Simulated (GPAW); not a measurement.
# GaAs (F-43m) in GPAW: settings compared, part 3 of 3

GPAW 26.7.0. The steps go on from the part before.

## Step 4: Band structure, OLYP, spin-orbit coupling, no magnetisation

File run.py:

```python
import numpy as np
import spglib
from ase import Atoms
from ase.dft.bandgap import bandgap
from ase.io import read, write
from ase.units import GPa
from gpaw import GPAW, PW, setup_paths
from gpaw.spinorbit import soc_eigenstates

setup_paths.insert(0, '.')

atoms = read('GaAs.cif')
cell, positions, numbers = spglib.find_primitive(
    (atoms.cell[:], atoms.get_scaled_positions(), atoms.numbers), symprec=1e-4)
atoms = Atoms(numbers, cell=cell, scaled_positions=positions, pbc=True)

calc = GPAW(mode=PW(600),
            xc='GGA_X_OPTX+GGA_C_LYP',
            kpts={'size': (8, 8, 8), 'gamma': True},
            occupations={'name': 'fermi-dirac', 'width': 0.05},
            nbands=11,
            convergence={'density': 1e-05, 'energy': 1e-05},
            eigensolver='davidson',
            maxiter=150,
            txt='gpaw.txt')
atoms.calc = calc
energy = atoms.get_potential_energy()
forces = atoms.get_forces()
stress = atoms.get_stress()
calc.write('gs.gpw')
write('result.traj', atoms)
print(f'Energy: {energy:.6f} eV')
print('Forces (eV/A):')
print(forces.round(4))
print('Stress (GPa):', (stress / GPa).round(3))
print('Fermi level:', round(calc.get_fermi_level(), 4), 'eV')
print(f'Gap: {bandgap(calc)[0]:.4f} eV, direct: {bandgap(calc, direct=True)[0]:.4f} eV')

path = atoms.cell.bandpath('GXWKGLUWLK,UX', npoints=80, eps=1e-4)
bs_calc = calc.fixed_density(kpts=path, symmetry='off', nbands=21,
                             convergence={'bands': 'CBM+6.0', 'eigenstates': 1e-6}, txt='bands.txt')
bs = bs_calc.band_structure()
bs.write('bs.json')
print(f'Gap on the path: {bandgap(bs_calc)[0]:.4f} eV')

soc = soc_eigenstates(bs_calc, theta=90, phi=45)
np.savetxt('soc_bands.dat', soc.eigenvalues(), fmt='%.4f')
mesh = soc_eigenstates('gs.gpw', theta=90, phi=45)
np.savetxt('soc_mesh.dat', mesh.eigenvalues(), fmt='%.4f')
print('Fermi level with spin-orbit coupling:', round(mesh.fermi_level, 4), 'eV')
```

File GaAs.cif:

```cif
data_GaAs
_cell_length_a 5.65370000
_cell_length_b 5.65370000
_cell_length_c 5.65370000
_cell_angle_alpha 90.00000000
_cell_angle_beta 90.00000000
_cell_angle_gamma 90.00000000
_space_group_name_H-M_alt 'F-43m'
_space_group_name_Hall 'F -4 2 3'
_space_group_IT_number 216
loop_
_space_group_symop_operation_xyz
'x,y,z'
'y,-x,-z'
'-x,-y,z'
'-y,x,-z'
'x,-y,-z'
'y,x,z'
'-x,y,-z'
'-y,-x,z'
'z,x,y'
'-z,y,-x'
'z,-x,-y'
'-z,-y,x'
'-z,x,-y'
'z,y,x'
'-z,-x,y'
'z,-y,-x'
'y,z,x'
'-x,-z,y'
'-y,z,-x'
'x,-z,-y'
'-y,-z,x'
'x,z,y'
'y,-z,-x'
'-x,z,-y'
'x,y+1/2,z+1/2'
'y,-x+1/2,-z+1/2'
'-x,-y+1/2,z+1/2'
'-y,x+1/2,-z+1/2'
'x,-y+1/2,-z+1/2'
'y,x+1/2,z+1/2'
'-x,y+1/2,-z+1/2'
'-y,-x+1/2,z+1/2'
'z,x+1/2,y+1/2'
'-z,y+1/2,-x+1/2'
'z,-x+1/2,-y+1/2'
'-z,-y+1/2,x+1/2'
'-z,x+1/2,-y+1/2'
'z,y+1/2,x+1/2'
'-z,-x+1/2,y+1/2'
'z,-y+1/2,-x+1/2'
'y,z+1/2,x+1/2'
'-x,-z+1/2,y+1/2'
'-y,z+1/2,-x+1/2'
'x,-z+1/2,-y+1/2'
'-y,-z+1/2,x+1/2'
'x,z+1/2,y+1/2'
'y,-z+1/2,-x+1/2'
'-x,z+1/2,-y+1/2'
'x+1/2,y,z+1/2'
'y+1/2,-x,-z+1/2'
'-x+1/2,-y,z+1/2'
'-y+1/2,x,-z+1/2'
'x+1/2,-y,-z+1/2'
'y+1/2,x,z+1/2'
'-x+1/2,y,-z+1/2'
'-y+1/2,-x,z+1/2'
'z+1/2,x,y+1/2'
'-z+1/2,y,-x+1/2'
'z+1/2,-x,-y+1/2'
'-z+1/2,-y,x+1/2'
'-z+1/2,x,-y+1/2'
'z+1/2,y,x+1/2'
'-z+1/2,-x,y+1/2'
'z+1/2,-y,-x+1/2'
'y+1/2,z,x+1/2'
'-x+1/2,-z,y+1/2'
'-y+1/2,z,-x+1/2'
'x+1/2,-z,-y+1/2'
'-y+1/2,-z,x+1/2'
'x+1/2,z,y+1/2'
'y+1/2,-z,-x+1/2'
'-x+1/2,z,-y+1/2'
'x+1/2,y+1/2,z'
'y+1/2,-x+1/2,-z'
'-x+1/2,-y+1/2,z'
'-y+1/2,x+1/2,-z'
'x+1/2,-y+1/2,-z'
'y+1/2,x+1/2,z'
'-x+1/2,y+1/2,-z'
'-y+1/2,-x+1/2,z'
'z+1/2,x+1/2,y'
'-z+1/2,y+1/2,-x'
'z+1/2,-x+1/2,-y'
'-z+1/2,-y+1/2,x'
'-z+1/2,x+1/2,-y'
'z+1/2,y+1/2,x'
'-z+1/2,-x+1/2,y'
'z+1/2,-y+1/2,-x'
'y+1/2,z+1/2,x'
'-x+1/2,-z+1/2,y'
'-y+1/2,z+1/2,-x'
'x+1/2,-z+1/2,-y'
'-y+1/2,-z+1/2,x'
'x+1/2,z+1/2,y'
'y+1/2,-z+1/2,-x'
'-x+1/2,z+1/2,-y'
loop_
_atom_site_label
_atom_site_type_symbol
_atom_site_symmetry_multiplicity
_atom_site_Wyckoff_symbol
_atom_site_fract_x
_atom_site_fract_y
_atom_site_fract_z
_atom_site_occupancy
As1 As 4 c 0.2500000000 0.2500000000 0.2500000000 1
Ga1 Ga 4 a 0.0000000000 0.0000000000 0.0000000000 1
```

Potentials or basis: PAW data sets generated in the run's folder for this functional, pw.

The run is started by

```console
> gpaw-setup -f GGA_X_OPTX+GGA_C_LYP As Ga
> OMP_NUM_THREADS=1 python run.py
```

gpaw.txt:

```text
__  _  _
 | _ |_)|_||  |
 |__||  | ||/\| - 26.7.0

Input parameters:
  mode=PW(ecut=600.0),
  convergence={'density': 1e-05, 'energy': 1e-05},
  eigensolver=Davidson(niter=2),
  kpts=MonkhorstPack(size=(8, 8, 8), gamma=True),
  maxiter=150,
  nbands=11,
  occupations=Occupations(name='fermi-dirac', width=0.05),
  xc=XC(name='GGA_X_OPTX+GGA_C_LYP')

Diagonalizing LCAO Hamiltonian
Converting LCAO to pw mode

           As

       Ga

Atoms  # Å, Bohr magnetons
|   | symbol |        x |        y |        z |    initial magnetic moments |
|---|--------|----------|----------|----------|-----------------------------|
| 0 |     As | 1.413425 | 1.413425 | 1.413425 | ( 0.0000,  0.0000,  0.0000) |
| 1 |     Ga | 0.000000 | 0.000000 | 0.000000 | ( 0.0000,  0.0000,  0.0000) |

Unit cell  # Å
| periodic |        x |        y |        z |  lengths |    angles |
|----------|----------|----------|----------|----------|-----------|
|      yes | 0.000000 | 2.826850 | 2.826850 | 3.997770 | 60.000000 |
|      yes | 2.826850 | 0.000000 | 2.826850 | 3.997770 | 60.000000 |
|      yes | 2.826850 | 2.826850 | 0.000000 | 3.997770 | 60.000000 |

Number of symmetries: 24
Symmetry operations  # r_c * U_cc + t_c -> r_c
|    | kind |            matrix            |
|----|------|------------------------------|
|  0 |  E   |  1, 0, 0,  0, 1, 0,  0, 0, 1 |
|  1 |  σ   |  1, 0, 0,  0, 0, 1,  0, 1, 0 |
|  2 |  σ   |  1, 0,-1,  0, 1,-1,  0, 0,-1 |
|  3 |  C3  |  1, 0,-1,  0, 0,-1,  0, 1,-1 |
|  4 |  C3  |  1,-1, 0,  0,-1, 1,  0,-1, 0 |
|  5 |  σ   |  1,-1, 0,  0,-1, 0,  0,-1, 1 |
|  6 |  σ   |  0, 1, 0,  1, 0, 0,  0, 0, 1 |
|  7 |  C3  |  0, 1, 0,  0, 0, 1,  1, 0, 0 |
|  8 |  C2  |  0, 1,-1,  1, 0,-1,  0, 0,-1 |
|  9 |  S4  |  0, 1,-1,  0, 0,-1,  1, 0,-1 |
| 10 |  C3  |  0, 0, 1,  1, 0, 0,  0, 1, 0 |
| 11 |  σ   |  0, 0, 1,  0, 1, 0,  1, 0, 0 |
| 12 |  S4  |  0, 0,-1,  1, 0,-1,  0, 1,-1 |
| 13 |  C3  |  0, 0,-1,  0, 1,-1,  1, 0,-1 |
| 14 |  S4  |  0,-1, 1,  1,-1, 0,  0,-1, 0 |
| 15 |  C2  |  0,-1, 1,  0,-1, 0,  1,-1, 0 |
| 16 |  C3  |  0,-1, 0,  1,-1, 0,  0,-1, 1 |
| 17 |  S4  |  0,-1, 0,  0,-1, 1,  1,-1, 0 |
| 18 |  S4  | -1, 1, 0, -1, 0, 1, -1, 0, 0 |
| 19 |  C3  | -1, 1, 0, -1, 0, 0, -1, 0, 1 |
| 20 |  C3  | -1, 0, 1, -1, 1, 0, -1, 0, 0 |
| 21 |  S4  | -1, 0, 1, -1, 0, 0, -1, 1, 0 |
| 22 |  σ   | -1, 0, 0, -1, 1, 0, -1, 0, 1 |
| 23 |  C2  | -1, 0, 0, -1, 0, 1, -1, 1, 0 |

BZ-sampling:
  Number of BZ points: 512
  Number of IBZ points: 29

  Monkhorst-Pack size: [8, 8, 8]
[... 80 lines left out ...]
    | kind |    occ | energy [eV] | rcut [Å] |
    |------|--------|-------------|----------|
    |   4s |  2.000 |      -8.696 |    1.164 |
    |   4p |  1.000 |      -2.368 |    1.164 |
    |    s |        |      18.515 |    1.164 |
    |    p |        |      24.843 |    1.164 |
    |    d |        |       0.000 |    1.164 |

    Using partial waves for Ga as LCAO basis

Reference energy: -114436.396258  # eV

eigensolver:
  Davidson
  Converge bands: occupied
  niter=2

density mixing:
  MSR1-Mixer
  Pratt-step length: 0.05
  Maximum mixing coefficient: 0.75
  Old densities: 10
  SVD Regularization: 0.005
  Good broyden scale: 1.0
  Trust region scale: 1.0
  Backstep threshold: 4.0
  History deletion threshold: 6.0
  Fourier metric: weight=20.0, sigma=0.015

occupation numbers:
  Fermi-Dirac:
    width: 0.0500  # eV

poisson solver:
  ecut: 4800.0  # eV

xc functional:
  name: GGA_X_OPTX+GGA_C_LYP with 2 nearest neighbor stencil

convergence criteria:
- Maximum integral of absolute [dens]ity change: 1e-05 electrons / valence electron
- Maximum [total energy] change in last 3 cyles: 1e-05 eV / valence electron
- Maximum integral of absolute [eigenst]ate change: 4e-08 eV^2 / valence electron
maximum number of iterations: 150

SCF iterations
|iter     | |      energy | eigst |  dens |
|---------|-|-------------|-------|-------|
|iter:   1| |   -7.017227 | -0.65 |       |
|iter:   2| |   -7.005897 | -2.88 | -0.88 |
|iter:   3| |   -6.992299 | -2.05 | -0.91 |
|iter:   4| |   -7.002980 | -3.21 | -1.52 |
|iter:   5| |   -7.005755 | -3.79 | -1.96 |
|iter:   6| |   -7.006088 | -4.58 | -2.60 |
|iter:   7| |   -7.006109 | -5.58 | -3.31 |
|iter:   8| |   -7.006111c| -6.50 | -3.93 |
|iter:   9| |   -7.006112c| -7.31 | -4.53 |
|iter:  10| |   -7.006112c| -7.94c| -4.98 |
|iter:  11| |   -7.006112c| -9.50c| -5.78c|

Converged in 11 steps
Energy contributions relative to reference atoms: (reference = -114436.396258)

Energy contributions:
  Kinetic:          26.522405
  Coulomb:         -23.014823
  Zero:             -0.005096
  External:          0.000000
  Xc:              -10.508597
  Entropy:          -0.000001
  Spinorbit:         0.000000
  ----------------------------
  Free energy:      -7.006112
  Extrapolated:     -7.006112

dipole moment: (-17.631272, -17.631272, -17.631272)  # |e|*Ang

Fermi level: 5.565
Eigenvalues  # (at kpt = [0.000, 0.000, 0.000])
| band index |      eig [eV] | occ [0-2] |
|------------|---------------|-----------|
|          0 |        -7.480 |     2.000 |
|          1 |         5.104 |     2.000 |
|          2 |         5.104 |     2.000 |
|          3 |         5.104 |     2.000 |
|          4 |         5.968 |     0.001 |
|          5 |         8.973 |     0.000 |
|          6 |         8.973 |     0.000 |
|          7 |         8.973 |     0.000 |
|          8 |        13.507 |     0.000 |
|          9 |        15.173 |     0.000 |
|         10 |        15.382 |     0.000 |

Gap: 0.864 eV
Transition (v -> c):
  (s=0, k=0, n=3, [0.00, 0.00, 0.00]) -> (s=0, k=0, n=4, [0.00, 0.00, 0.00])
No difference between direct/indirect transitions

Forces  # eV/Ang
|        x |        y |        z |
|----------|----------|----------|
| -0.00000 | -0.00000 |  0.00000 |  # As   0
|  0.00000 |  0.00000 | -0.00000 |  # Ga   1

Stress tensor  # eV/Ang^3
|         x |         y |         z |
|-----------|-----------|-----------|
| -0.033765 |  0.000000 |  0.000000 |
|  0.000000 | -0.033765 |  0.000000 |
|  0.000000 |  0.000000 | -0.033765 |

# Writing to gs.gpw (mode='')
```

Run time: 24 s. Hardware: 1 thread of Intel Xeon Platinum 8488C (Sapphire Rapids), shared host; peak memory 0.26 GiB.

Results:

- Free energy: -7.0061 eV
- Pressure: 5.4 GPa
- Band gap on the k mesh: 0.75 eV, direct
- Band gap along the path: 0.75 eV, direct

Levels at the corners of the path, in eV from the valence-band top:
```csv
point,band 4,band 5,band 6,band 7,band 8,band 9,band 10,band 11,band 12,band 13
Γ,-0.35,0.00,0.00,0.00,0.00,0.75,0.75,3.63,3.63,3.82
X,-6.79,-2.77,-2.77,-2.68,-2.68,1.73,1.73,1.83,1.83,10.19
W,-6.57,-3.61,-3.48,-3.34,-3.30,4.56,4.73,4.93,4.95,5.49
K,-6.57,-3.87,-3.81,-2.32,-2.32,2.16,2.17,4.74,4.81,8.06
Γ,-0.35,0.00,0.00,0.00,0.00,0.75,0.75,3.63,3.63,3.82
L,-6.58,-1.34,-1.34,-1.13,-1.13,1.19,1.19,4.64,4.64,4.73
U,-6.57,-3.87,-3.81,-2.32,-2.32,2.16,2.17,4.74,4.81,8.06
W,-6.57,-3.61,-3.48,-3.34,-3.30,4.56,4.73,4.93,4.95,5.49
L,-6.58,-1.34,-1.34,-1.13,-1.13,1.19,1.19,4.64,4.64,4.73
K,-6.57,-3.87,-3.81,-2.32,-2.32,2.16,2.17,4.74,4.81,8.06
U,-6.57,-3.87,-3.81,-2.32,-2.32,2.16,2.17,4.74,4.81,8.06
X,-6.79,-2.77,-2.77,-2.68,-2.68,1.73,1.73,1.83,1.83,10.19
```

Caveat: spin-orbit coupling was added after a scalar SCF, so levels and gaps hold it while energy, forces, pressure and moments don't; this program's spin-orbit splittings come out too wide for heavy elements.

## Step 5: How close it comes

Step 4. Measured gap of GaAs: 1.418 eV (direct; 300 K; “Evidence of valence band perturbations in GaAsN/GaAs(001): A combined variable-angle spectroscopic ellipsometry and modulated photoreflectance investigation”, 2008, arxiv:0805.2212). This calculation gives 0.75 eV (-0.67 eV). 3 values of this kind are on record (1.412 to 1.51 eV); this one was drawn at random among those near their median, those with a stated uncertainty first. The value is that of OLYP, without temperature or zero-point motion.
